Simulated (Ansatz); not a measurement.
**ZrS$_{2}$ in Ansatz, relaxation**

Run with:

```bash
ansatz run input.yaml --threads 2 --pin off --max-ram 3584MiB --backend cpu --events-out ev --progress --plain --runs-dir out
```

Input:

```yaml
crystal:
  lattice:
    - [3.59326724, 0.0, 0.0]
    - [-1.79663362, 3.11185852, 0.0]
    - [0.0, 0.0, 5.79080258]
  atoms:
    - { symbol: Zr, position: [0.0, 0.0, 0.0] }
    - { symbol: S, position: [0.33333, 0.66667, 0.2492] }
    - { symbol: S, position: [0.66667, 0.33333, 0.7508] }
  symmetry: { tolerance: 0.0003 }
kpoints:
  mp_grid: { grid: [9, 9, 5], shift: [0, 0, 0] }
magnetization:
  spin_polarized: false
scf:
  occupations: { method: fermi_dirac }
  lower_state_search: "off"
hamiltonian:
  pseudopotentials: { kind: paw }
  xc: pbesol
basis:
  ecutwfc: 420
  fft_grid_basis: typed
relax:
  max_steps: 80
  cell: { p_target: 0.0 }
  f_tol: 0.03
output:
  forces: true
  stress: true
  eigenvalues: true
  bader: true
  populations: true
  elf: true
  write_potential: true
  volumetric_format: npy
  dos:
    e_range: [-12, 8]
    de: 0.05
    projected: { site_lists: { S: [S], Zr: [Zr] } }
  write_density: true
checkpoint:
  read: saved_state
```

Origin of the cell: a database entry, scaled a little.

The smearing width isn't typed, so it takes its default of 0.1 eV.

The saved state is a converged single point of the same cell.

Output (shortened):

```
SCF iter   1: F=—  HF=-5903.139917 eV  Δρ=5.29e-4  dr2=2.33e-4
SCF iter   2: F=—  HF=-5903.139921 eV  Δρ=2.33e-4  dr2=1.64e-5
SCF iter   3: F=—  HF=-5903.139976 eV  Δρ=9.11e-5  dr2=3.34e-6
SCF iter   4: F=—  HF=-5903.139978 eV  Δρ=1.38e-5  dr2=1.10e-7
SCF iter   5: F=-5903.139978 eV  HF=-5903.139978 eV  Δρ=1.92e-6  dr2=2.57e-9
relax step   1: F+E_penalty+E_count = -5903.139978 eV  Δ(F+E_penalty+E_count) = +0.000e0 eV  max|allowed force component| = 2.998e-1 eV/Å  Δτ_max = 0.0000 Å  P = +2.761 GPa  Ω = 64.751 Å³  (5 […]
relax step   2: F+E_penalty+E_count = -5903.149843 eV  Δ(F+E_penalty+E_count) = -9.865e-3 eV  max|allowed force component| = 1.719e-1 eV/Å  Δτ_max = 0.0025 Å  P = -1.373 GPa  Ω = 67.311 Å³  e […]
relax step   3: F+E_penalty+E_count = -5903.154688 eV  Δ(F+E_penalty+E_count) = -4.845e-3 eV  max|allowed force component| = 8.879e-4 eV/Å  Δτ_max = 0.0105 Å  P = -0.033 GPa  Ω = 66.840 Å³  e […]
relax step   4: F+E_penalty+E_count = -5903.154764 eV  Δ(F+E_penalty+E_count) = -7.664e-5 eV  max|allowed force component| = 6.703e-3 eV/Å  Δτ_max = 0.0011 Å  P = +0.027 GPa  Ω = 66.868 Å³  e […]
relax step   5: F+E_penalty+E_count = -5903.154995 eV  Δ(F+E_penalty+E_count) = -2.309e-4 eV  max|allowed force component| = 6.876e-3 eV/Å  Δτ_max = 0.0000 Å  P = +0.029 GPa  Ω = 66.868 Å³  stress off target by 4.24e-2 GPa […]
SCF 5 converged in 5 iterations: F = -5903.154995 eV  dr2 = 1.20e-11
basis re-selected at this cell: Δ(F+E_penalty+E_count) = -2.309e-4 eV, ΔP = +0.002 GPa vs the last step (what re-selecting the basis moved, of the pressure what is left beyond the Pulay corre […]
SCF converged after 5 iterations
Free energy (F): -5903.154995 eV
Harris-Foulkes:  -5903.154995 eV  (|F-HF|=1.00e-11)
Internal energy: -5903.153492 eV  (E = F + TS)
E sigma→0 (E₀):  -5903.154244 eV
Entropy (-TS):   -0.001503 eV (-0.501 meV/atom)
Fermi energy:    7.629797 eV
--- Per-component energies (eV) ---
  E_band       = -161.118976
  E_kinetic    = 546.920033
  E_local      = -1292.844317  (includes V_loc(G=0)·N_el)
  E_nonlocal   = 136.712769
  E_hartree    = 452.443213
  E_xc         = -353.618993
  E_vxc        = -366.196758  (∫ρ·V_xc dr)
  E_paw        = -4067.745084  (= ΣΔE_a)
  E_vpaw       = -90.597167  (= ΣTr[D̂ρ^β])
  E_aug_tail   = 0.000025  (compensation charges beyond the density's cutoff)
  E_ewald      = -1325.310757
  E_core_change = 0.289619  (= ΣΔE_core)
  E_smearing   = -0.001503  (= −TS)
  Σ components = -5903.154995   (vs F -5903.154995, Δ=0.00e0)
--- Forces (eV/Å), atoms counted from 1 ---
  atom   1  Zr    -0.000000    -0.000000     0.000000
  atom   2  S      0.000000    -0.000000    -0.006876
  atom   3  S      0.000000     0.000000     0.006876
  max |Σ_I F_I| component: 4.63e-17 eV/Å
--- Stress (GPa, compression-positive) ---
        0.042352       0.000000       0.000000
        0.000000       0.042352       0.000000
        0.000000       0.000000       0.002462
  P = ⅓ Tr σ = 0.0291 GPa (0.291 kbar)
--- Relaxed structure (4 steps of the walk, 4 accepted, 1 SCFs on fresh bases) ---
  F+E_penalty+E_count = -5903.154995 eV   max|allowed force component| = 6.876e-3 eV/Å   (the final SCF, on the basis selected at the relaxed cell)
  cell:  # Å, volume = 66.8681 Å³
    - [3.626112, 0.0, 1.069e-17]
    - [-1.813056, 3.140305, -5.345e-18]
    - [1.723e-17, 0.0, 5.872272]
  atoms:
    - { symbol: Zr, position: [0.0, 0.0, 0.0] }
    - { symbol: S, position: [0.333333, 0.666667, 0.247629] }
    - { symbol: S, position: [0.666667, 0.333333, 0.752371] }
--- Löwdin populations: 3 sites ---
  site symbol       q [e]
     0     Zr     11.2612
     1      S      6.3015
     2      S      6.3015
  spilling = 0.005663 (of n_electrons = 24.000000)
--- Bader charges: 3 sites ---
  site symbol  charge [e]  shift [e]
     0     Zr      2.0275     0.0013
     1      S     -1.0137     0.0006
     2      S     -1.0137     0.0006
  estimated error of the sums over rays = 7.9e-4 e
```

The starting structure.

Space group P-3m1 (No. 164); the run's cell has a = 3.593 Å, b = 3.593 Å, c = 5.791 Å, α = 90.00°, β = 90.00°, γ = 120.00°. Shortest distances: S–Zr 2.53 Å, S–S 3.55 Å, Zr–Zr 3.59 Å.

After:

Space group P-3m1 (No. 164); the run's cell has a = 3.626 Å, b = 3.626 Å, c = 5.872 Å, α = 90.00°, β = 90.00°, γ = 120.00°. Shortest distances: S–Zr 2.55 Å, S–S 3.58 Å.

```yaml
Free_energy_lowered_by: 5.0 meV/atom
Volume_change: 3.27 %
Final_pressure: 0.03 GPa
Relaxation_steps_listed: 5
```

Caveats: the relaxation held the start's symmetry, so the end may be a saddle point.

Time: 21 s on 2 threads of Arm Neoverse V1 (shared host), peak memory 0.38 GiB, from a saved density.
